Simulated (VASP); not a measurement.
# SnTe (Fm-3m) in VASP: further runs

Runs on SnTe. Level: PBE. Tasks: single point.

Everything below comes from runs of VASP 6.6.1. Logs are shortened: lines on timing, memory, paths and dates and some standing lists are left out, and cuts for length are marked.

**Measured values to compare with.**

A printed reference work, textbook reports, for a bulk crystal of SnTe at 300 K: band gap 0.18 eV (direct).

The runs below are set against these values where they give the same quantity.

## Step 1: The cell of the first run

Symmetry: Fm-3m, No. 225, cubic system. The conventional cell has a = 6.302 Å, b = 6.302 Å, c = 6.302 Å, α = 90.00°, β = 90.00°, γ = 90.00°. Within 4.1 Å of Sn (site symmetry m-3m) lie 6 Te at 3.15 Å. Within 4.1 Å of Te (site symmetry m-3m) lie 6 Sn at 3.15 Å.

## Step 2: Single point, PBE

Input file INCAR:

```
PREC     = Accurate       # precision mode
ENCUT    = 520            # plane-wave cutoff, eV
EDIFF    = 1E-6           # SCF threshold, eV
ISMEAR   = 1              # smearing method
SIGMA    = 0.02           # smearing width, eV
LREAL    = F              # projectors in reciprocal space
LASPH    = T              # aspherical terms in the spheres
NELM     = 100            # most SCF steps
ALGO     = Normal         # electronic algorithm
ISIF     = 2              # what is computed and relaxed
LWAVE    = F              # write WAVECAR
LCHARG   = F              # write CHGCAR
GGA      = PE             # functional
NBANDS   = 17             # bands
```

Input file KPOINTS:

```
regular mesh
0
Gamma
  5 5 5
```

Input file POSCAR:

```
SnTe
1.0
    4.4559750000      0.0000000000      0.0000000000
    2.2279875000      3.8589875486      0.0000000000
    2.2279875000      1.2863291829      3.6382883522
Sn Te
1 1
Direct
    0.0000000000      0.0000000000      0.0000000000
    0.5000000000      0.5000000000      0.5000000000
```

Potentials or basis: VASP PAW PBE potentials, release 64 (Sn_d, Te).

Command:

```bash
cat potpaw_PBE.64/Sn_d/POTCAR potpaw_PBE.64/Te/POTCAR > POTCAR
mpirun -np 1 vasp_std > vasp.out
```

OUTCAR:

```text
PREC = Accurate
   ENCUT = 520
   EDIFF = 1E-6
   ISMEAR = 1
   LREAL = F
   LASPH = T
   NELM = 100
   ISIF = 2
   GGA = PE

 ion  position               nearest neighbor table
   1  0.000  0.000  0.000-   2 3.15   2 3.15   2 3.15   2 3.15   2 3.15   2 3.15
   2  0.500  0.500  0.500-   1 3.15   1 3.15   1 3.15   1 3.15   1 3.15   1 3.15

  LATTYP: Found a face centered cubic cell.
 ALAT       =     6.3017002786

  Lattice vectors:

 A1 = (   4.4559750000,   0.0000000000,   0.0000000000)
 A2 = (   2.2279875000,   3.8589875486,   0.0000000000)
 A3 = (   2.2279875000,   1.2863291829,   3.6382883522)

Analysis of symmetry for initial positions (statically):
=====================================================================
 Subroutine PRICEL returns:
 Original cell was already a primitive cell.

 Routine SETGRP: Setting up the symmetry group for a
 face centered cubic supercell.

 Subroutine GETGRP returns: Found 48 space group operations
 (whereof 48 operations were pure point group operations)
 out of a pool of 48 trial point group operations.

The static configuration has the point symmetry O_h .

Analysis of symmetry for dynamics (positions and initial velocities):
=====================================================================
 Subroutine PRICEL returns:
 Original cell was already a primitive cell.

 Routine SETGRP: Setting up the symmetry group for a
 face centered cubic supercell.

 Subroutine GETGRP returns: Found 48 space group operations
 (whereof 48 operations were pure point group operations)
 out of a pool of 48 trial point group operations.

The dynamic configuration has the point symmetry O_h .

 Subroutine INISYM returns: Found 48 space group operations
 (whereof 48 operations are pure point group operations),
 and found     1 'primitive' translations

----------------------------------------------------------------------------------------

                                     Primitive cell

  volume of cell :      62.5624

  direct lattice vectors                    reciprocal lattice vectors
     4.455975000  0.000000000  0.000000000     0.224417776 -0.129567663 -0.091618173
     2.227987500  3.858987549  0.000000000     0.000000000  0.259135327 -0.091618173
     2.227987500  1.286329183  3.638288352     0.000000000  0.000000000  0.274854520

  length of vectors
     4.455975000  4.455975000  4.455975000     0.274854520  0.274854520  0.274854520

  position of ions in fractional coordinates (direct lattice)
     0.000000000  0.000000000  0.000000000
     0.500000000  0.500000000  0.500000000

  ion indices of the primitive-cell ions
   primitive index   ion index
                 1           1
                 2           2

----------------------------------------------------------------------------------------

 KPOINTS: regular mesh

Automatic generation of k-mesh.
 Grid dimensions read from file:
 generate k-points for:    5    5    5

 Generating k-lattice:

  Cartesian coordinates                     Fractional coordinates (reciprocal lattice)
     0.044883555 -0.025913533 -0.018323635     0.200000000  0.000000000 -0.000000000
     0.000000000  0.051827065 -0.018323635     0.000000000  0.200000000  0.000000000
     0.000000000  0.000000000  0.054970904     0.000000000  0.000000000  0.200000000

  Length of vectors
     0.054970904  0.054970904  0.054970904

  Shift w.r.t. Gamma in fractional coordinates (k-lattice)
     0.000000000  0.000000000  0.000000000

 Subroutine IBZKPT returns following result:
 ===========================================

 Found     10 irreducible k-points:

 Following reciprocal coordinates:
            Coordinates               Weight
  0.000000  0.000000  0.000000      1.000000
  0.200000  0.000000 -0.000000      8.000000
  0.400000  0.000000 -0.000000      8.000000
  0.200000  0.200000 -0.000000      6.000000
  0.400000  0.200000  0.000000     24.000000
 -0.400000  0.200000  0.000000     24.000000
 -0.200000  0.200000  0.000000     12.000000
  0.400000  0.400000 -0.000000      6.000000
 -0.400000  0.400000  0.000000     12.000000
 -0.400000  0.400000  0.200000     24.000000
   k-points           NKPTS =     10   k-points in BZ     NKDIM =     10   number of bands    NBANDS=     17
   number of dos      NEDOS =    301   number of ions     NIONS =      2
   total plane-waves  NPLWV =  46656
   dimension x,y,z NGX =    36 NGY =   36 NGZ =   36
   dimension x,y,z NGXF=    72 NGYF=   72 NGZF=   72
   ions per type =               1   1
   NGX,Y,Z   is equivalent  to a cutoff of  13.43, 13.43, 13.43 a.u.
   NGXF,Y,Z  is equivalent  to a cutoff of  26.86, 26.86, 26.86 a.u.
 SYSTEM =  unknown system
   PREC   = accura    normal or accurate (medium, high low for compatibility)
   ISTART =      0    job   : 0-new  1-cont  2-samecut
   ICHARG =      2    charge: 1-file 2-atom 10-const
   ISPIN  =      1    spin polarized calculation?
   LNONCOLLINEAR =      F non collinear calculations
   LSORBIT =      F    spin-orbit coupling
   LASPH  =      T    aspherical Exc in radial PAW
   ENCUT  =  520.0 eV  38.22 Ry    6.18 a.u.   8.29  8.29  8.29*2*pi/ulx,y,z
   NELM   =    100;   NELMIN=  2; NELMDL= -5     # of ELM steps
   EDIFF  = 0.1E-05   stopping-criterion for ELM
   LREAL  =      F    real-space projection
   EDIFFG = 0.1E-04   stopping-criterion for IOM
   NSW    =      0    number of steps for IOM
   IBRION =     -1    ionic relax: 0-MD 1-quasi-New 2-CG
   NFREE  =      0    steps in history (QN), initial steepest desc. (CG)
   ISIF   =      2    stress and relaxation
   ISYM   =      2    0-nonsym 1-usesym 2-fastsym
   POTIM  = 0.5000    time-step for ionic-motion
   TEBEG  =    0.0;   TEEND  =   0.0 temperature during run
   PSTRESS=    0.0 pullay stress
   NELECT =      20.0000    total number of electrons
   NUPDOWN=      -1.0000    fix difference up-down
   EMIN   =  10.00;   EMAX   =-10.00  energy-range for DOS
   EFERMI =   0.00;   METHOD = LEGACY
   ISMEAR =     1;   SIGMA  =   0.02  broadening in eV -4-tet -1-fermi 0-gaus
   EFERMI_NEDOS =   21; number of points for ismear=-14 and -15
   IALGO  =     38    algorithm
   IMIX   =      4    mixing-type and parameters
     AMIX     =   0.40;   BMIX     =  1.00
     AMIX_MAG =   1.60;   BMIX_MAG =  1.00
  volume/ion in A,a.u.               =      31.28       211.10
  Fermi-wavevector in a.u.,A,eV,Ry     =   1.119387  2.115335 17.048483  1.253028
  Thomas-Fermi vector in A             =   2.256026
   LORBIT       =      0    0 simple, 1 ext, 2 COOP (PROOUT), +10 PAW based schemes
   GGA     = PE    functional components
   LHFCALC =     F    Hartree Fock is set to
   AEXX    =    0.0000 exact exchange contribution
   IVDW    =     0    specifies the selected vdW correction
   LEPSILON=     F    determine dielectric tensor
   LRPA    =     F    only Hartree local field effects (RPA)
 non-spin polarized calculation
 Methfessel and Paxton  Order N= 1 SIGMA  =   0.02
  energy-cutoff  :      520.00
  volume of cell :       62.56
 maximum number of plane-waves:      1694
 NGX is ok and might be reduce to    36
   NGX = 17   NGY = 17   NGZ = 17

 number of electron      19.9999998 magnetization

 Free energy of the ion-electron system (eV)
  ---------------------------------------------------
  ext. energy  EPLUGINS =         0.00000000
  ---------------------------------------------------
  free energy    TOTEN  =        -7.54734535 eV

  energy without entropy =       -7.54754144  energy(sigma->0) =       -7.54741071

 E-fermi :   6.6287     XC(G=0):  -9.5010

 val. band max:        6.6135196705   @ k =  -0.2000   0.2000   0.0000
 cond. band min:       7.5324305509   @ k =   0.4000   0.0000  -0.0000
 fundamental gap:      0.9189108804
 Fermi energy:         6.6286670718

 k-point     1 :       0.0000    0.0000    0.0000
  band No.  band energies     occupation
      1     -14.9584      2.00000
      2     -14.9584      2.00000
      3     -14.9519      2.00000
      4     -14.9519      2.00000
      5     -14.9519      2.00000
      6      -5.8545      2.00000
[... 9 lines left out ...]
     16      11.7030      0.00000
     17      13.7735      0.00000

 k-point     2 :       0.2000    0.0000   -0.0000
  band No.  band energies     occupation
      1     -14.9600      2.00000
      2     -14.9600      2.00000
      3     -14.9514      2.00000
      4     -14.9497      2.00000
      5     -14.9497      2.00000
      6      -5.5253      2.00000
[... 9 lines left out ...]
     16      12.4944      0.00000
     17      15.9009      0.00000

 k-point     3 :       0.4000    0.0000   -0.0000
  band No.  band energies     occupation
      1     -14.9630      2.00000
      2     -14.9630      2.00000
      3     -14.9505      2.00000
      4     -14.9457      2.00000
      5     -14.9457      2.00000
      6      -4.7650      2.00000
[... 9 lines left out ...]
     16      14.6157      0.00000
     17      16.9234      0.00000

 k-point     4 :       0.2000    0.2000   -0.0000
  band No.  band energies     occupation
      1     -14.9637      2.00000
      2     -14.9568      2.00000
      3     -14.9533      2.00000
      4     -14.9483      2.00000
      5     -14.9483      2.00000
      6      -5.4190      2.00000
[... 9 lines left out ...]
     16      13.6612      0.00000
     17      14.2618      0.00000

 k-point     5 :       0.4000    0.2000    0.0000
  band No.  band energies     occupation
      1     -14.9674      2.00000
      2     -14.9581      2.00000
      3     -14.9523      2.00000
      4     -14.9458      2.00000
      5     -14.9446      2.00000
      6      -4.7958      2.00000
[... 9 lines left out ...]
     16      15.6432      0.00000
     17      16.5832      0.00000

 k-point     6 :      -0.4000    0.2000    0.0000
  band No.  band energies     occupation
      1     -14.9661      2.00000
      2     -14.9614      2.00000
      3     -14.9490      2.00000
      4     -14.9463      2.00000
      5     -14.9446      2.00000
      6      -4.4338      2.00000
[... 9 lines left out ...]
     16      14.5753      0.00000
     17      17.4173      0.00000

 k-point     7 :      -0.2000    0.2000    0.0000
  band No.  band energies     occupation
      1     -14.9622      2.00000
      2     -14.9615      2.00000
      3     -14.9503      2.00000
      4     -14.9481      2.00000
      5     -14.9467      2.00000
      6      -5.0383      2.00000
[... 9 lines left out ...]
     16      15.0453      0.00000
     17      15.4607      0.00000

 k-point     8 :       0.4000    0.4000   -0.0000
  band No.  band energies     occupation
      1     -14.9739      2.00000
      2     -14.9554      2.00000
      3     -14.9541      2.00000
      4     -14.9422      2.00000
      5     -14.9422      2.00000
      6      -4.4795      2.00000
[... 9 lines left out ...]
     16      16.5981      0.00000
     17      17.5289      0.00000

 k-point     9 :      -0.4000    0.4000    0.0000
  band No.  band energies     occupation
      1     -14.9728      2.00000
      2     -14.9562      2.00000
      3     -14.9532      2.00000
      4     -14.9430      2.00000
      5     -14.9421      2.00000
      6      -4.2326      2.00000
[... 9 lines left out ...]
     16      15.8677      0.00000
     17      17.7543      0.00000

 k-point    10 :      -0.4000    0.4000    0.2000
  band No.  band energies     occupation
      1     -14.9696      2.00000
      2     -14.9586      2.00000
      3     -14.9506      2.00000
      4     -14.9462      2.00000
      5     -14.9423      2.00000
      6      -4.3209      2.00000
[... 9 lines left out ...]
     16      16.5668      0.00000
     17      16.6149      0.00000

------------------------ aborting loop because EDIFF is reached ----------------------------------------

  FORCE on cell =-STRESS in cart. coord.  units (eV):
  Direction    XX          YY          ZZ          XY          YZ          ZX
  --------------------------------------------------------------------------------------
  -------------------------------------------------------------------------------------
  Total        0.8483311      0.8483311      0.8483311     -0.0000000      0.0000000     -0.0000000
  in kB       21.7251467     21.7251467     21.7251467     -0.0000000      0.0000000     -0.0000000
  external PRESSURE =      21.7251467 kB  Pullay stress =       0.0000000 kB

 VOLUME and BASIS-vectors are now :
 -----------------------------------------------------------------------------
  energy-cutoff  :      520.00
  volume of cell :       62.56
      direct lattice vectors                 reciprocal lattice vectors
     4.455975000  0.000000000  0.000000000     0.224417776 -0.129567663 -0.091618173
     2.227987500  3.858987549  0.000000000     0.000000000  0.259135327 -0.091618173
     2.227987500  1.286329183  3.638288352     0.000000000  0.000000000  0.274854520

 POSITION                                       TOTAL-FORCE (eV/Angst)
 -----------------------------------------------------------------------------------
      0.00000      0.00000      0.00000        -0.000000     -0.000000      0.000000
      4.45597      2.57266      1.81914         0.000000      0.000000      0.000000
 -----------------------------------------------------------------------------------
    total drift:                                0.000000     -0.000000     -0.000000

  FREE ENERGIE OF THE ION-ELECTRON SYSTEM (eV)
  ---------------------------------------------------
  free  energy   TOTEN  =        -7.5473453470 eV

  energy  without entropy=       -7.5475414361  energy(sigma->0) =       -7.54741071
```

Wall time 18 s (1 thread of AMD EPYC 7R13, shared host); peak memory 0.17 GiB.

What came out:

```yaml
Free_energy: -7.5473 eV
Pressure: 2.2 GPa
```

Levels at points of the mesh, in eV from the Fermi level:
```
           k point  band 6  band 7  band 8  band 9  band 10  band 11  band 12  band 13  band 14  band 15
(0.00, 0.00, 0.00)  -12.48   -4.36   -1.82   -1.82    -1.82     3.67     3.67     3.67     5.07     5.07
```

Caveat: this odd mesh misses L, where the gap lies, so gap, dielectric constants and Born charges aren't listed; spin-orbit coupling is left out, which moves the levels of the heavy elements.

## Step 3: Single point, PBE

Input file INCAR:

```
PREC = Accurate
ENCUT = 520
EDIFF = 1E-6
ISMEAR = 1
SIGMA = 0.0136
LREAL = F
LASPH = T
NELM = 60
ALGO = Normal
ISIF = 2
LWAVE = F
LCHARG = F
GGA = PE
NBANDS = 17
```

Input file KPOINTS:

```
Automatic mesh
0
Gamma
  6 6 6
```

POSCAR is that of step 2.

Potentials or basis: VASP PAW PBE potentials, release 64 (Sn_d, Te).

Command:

```bash
cat potpaw_PBE.64/Sn_d/POTCAR potpaw_PBE.64/Te/POTCAR > POTCAR
mpirun -np 1 vasp_std > vasp.out
```

Run time: 32 s. Hardware: 1 thread of AMD EPYC 7R13, shared host; peak memory 0.17 GiB.

The run converged. Its results:

```yaml
Free_energy: -7.5423 eV
Pressure: 2.2 GPa
Band_gap_on_the_k_mesh: 0.10 eV, direct
```

Levels at points of the mesh, in eV from the valence-band top:
```
           k point  band 6  band 7  band 8  band 9  band 10  band 11  band 12  band 13  band 14  band 15
(0.00, 0.00, 0.00)  -12.82   -4.69   -2.15   -2.15    -2.15     3.34     3.34     3.34     4.74     4.74
(0.50, 0.00, 0.00)  -11.53   -8.35   -1.82   -1.82     0.00     0.10     0.36     0.36     7.77     8.76
(0.50, 0.50, 0.00)  -11.23   -6.48   -5.59   -3.75    -3.75     2.16     4.92     4.92     6.38     8.99
```

Caveat: spin-orbit coupling is left out, which moves the levels of the heavy elements.

## Step 4: Comparison with measurements

Step 3. A measured gap of SnTe is 0.18 eV (direct; 300 K; a printed reference work, textbook); the calculated 0.10 eV misses it by -0.08 eV. Spin-orbit coupling on Sn, Te is left out. The value is that of PBE on a finite k mesh, which can miss the band edges, without temperature or zero-point motion. Semilocal functionals fall short of measured gaps as a rule.
